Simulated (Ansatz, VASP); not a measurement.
# One calculation of I2, two programs

```
I
1.0
     9.00000    0.00000    0.00000
     0.00000   10.70000    0.00000
     0.00000    0.00000   11.80000
I
2
Direct
  0.50000 0.57145 0.39980
  0.50000 0.42855 0.60020
```

Alike in both runs: task single point; functional PBE; dispersion D3(BJ); k mesh 1 × 1 × 1; occupations gaussian, width 0.01 eV; no spin polarisation.

|  | VASP | Ansatz |
| --- | --- | --- |
| version | VASP 6.6.1 | Ansatz 0.2.0 |
| potentials or method | VASP PAW PBE potentials, release 64 (I) | scalar-relativistic, plane waves, PAW |
| plane-wave cutoff (eV) | 520 | 420 |
| valence electrons in the cell | 14 | 34 |

Ansatz gave:

- gap on the k mesh at the Fermi level (eV): 1.43
- least direct gap on the mesh (eV): 1.43
- rms of the force components (eV/Å): 0.629

**Question.** Estimate VASP's values.

**Answer.** gap on the k mesh at the Fermi level (eV): 1.44; least direct gap on the mesh (eV): 1.44; rms of the force components (eV/Å): 0.637.

Atom by atom the forces differ by 0.008 eV/Å (rms over components). The two sets of potentials don't hold the same shells in valence.

Caveats: spin-orbit coupling is left out, which moves the levels of the heavy elements. As with any semilocal functional, this PBE gap is likely too small.
